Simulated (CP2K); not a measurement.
Crystal: La2O3.

```
La O
1.0
     3.93078    0.00000    0.00000
    -1.96539    3.40415    0.00000
     0.00000    0.00000    6.11195
La O
2 3
Direct
  0.33333 0.66667 0.24624
  0.66667 0.33333 0.75376
  0.00000 0.00000 0.00000
  0.33333 0.66667 0.64589
  0.66667 0.33333 0.35411
```

The cell is a database's computed one.

Base run:

```yaml
Program: CP2K 2026.2
Functional: LDA
Potentials_or_basis: GTH_POTENTIALS La GTH-PBE-q11, O GTH-PBE-q6; DZVP-MOLOPT-SR-GTH basis
Density_cutoff: 8163 eV
k_mesh: 8 × 8 × 5
Occupations: fermi-dirac, width 0.05 eV
Spin: no spin polarisation
```

Its results: band gap on the k mesh 3.77 eV, indirect (least direct gap 3.90 eV); pressure -2.9 GPa; largest force 0.036 eV/Å.

Question: The run is repeated on the same cell with these changes: functional from LDA to PBE. What comes out?

Answer: Band gap on the k mesh 3.93 eV, indirect (least direct gap 4.08 eV); pressure 3.6 GPa; largest force 0.050 eV/Å.

PBE binds less tightly than LDA, so the same cell stands under more pressure.

Caveats: spin-orbit coupling is left out, which moves the levels of the heavy elements; the mesh misses the band edges, which the band path finds closer together; the basis of atomic orbitals isn't converged, which shifts pressures, moduli and gaps; the potentials were made for another functional, which shifts forces and pressure (some runs).
